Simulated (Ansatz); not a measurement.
Relaxing BaS in the wurtzite type

First guess:

```xyz
4
Lattice="4.5559 0.0000 0.0000 -2.2779 3.9455 0.0000 0.0000 0.0000 7.4260" Properties=species:S:1:pos:R:3 pbc="T T T"
Ba    0.0000    2.6303    0.0000
Ba    2.2779    1.3152    3.7130
S     0.0000    2.6303    2.7922
S     2.2779    1.3152    6.5052
```

These are results of DFT, PBE, PAW with Ansatz's default frozen-core files, scalar-relativistic in Ansatz 0.2.0, not measurements.

Cell and atoms relax within the symmetry of the start on a 8×8×5 k mesh with 0.03 eV Fermi–Dirac smearing.

The start is built from a prototype, known or not as a phase of this compound; the cutoff is 420 eV.

No spin–orbit coupling, which matters for the heavy atoms here.

Problem. What is the pressure of the first guess?

Solution. 12.48 GPa.

Problem. What does it relax to?

Solution. a = 5.381 Å, b = 5.381 Å, c = 6.384 Å, α = 90.00°, β = 90.00°, γ = 120.00° (conventional cell), 40.01 Å³ per atom:
```xyz
4
Lattice="5.3806 0.0000 0.0000 -2.6903 4.6598 0.0000 0.0000 0.0000 6.3836" Properties=species:S:1:pos:R:3 pbc="T T T"
Ba    0.0000    3.1065   -0.3958
Ba    2.6903    1.5533    2.7960
S     0.0000    3.1065    2.7960
S     2.6903    1.5533    5.9879
```
It has left the symmetry of the starting type.

Problem. How much energy does the relaxation release?

Solution. 424 meV/atom.
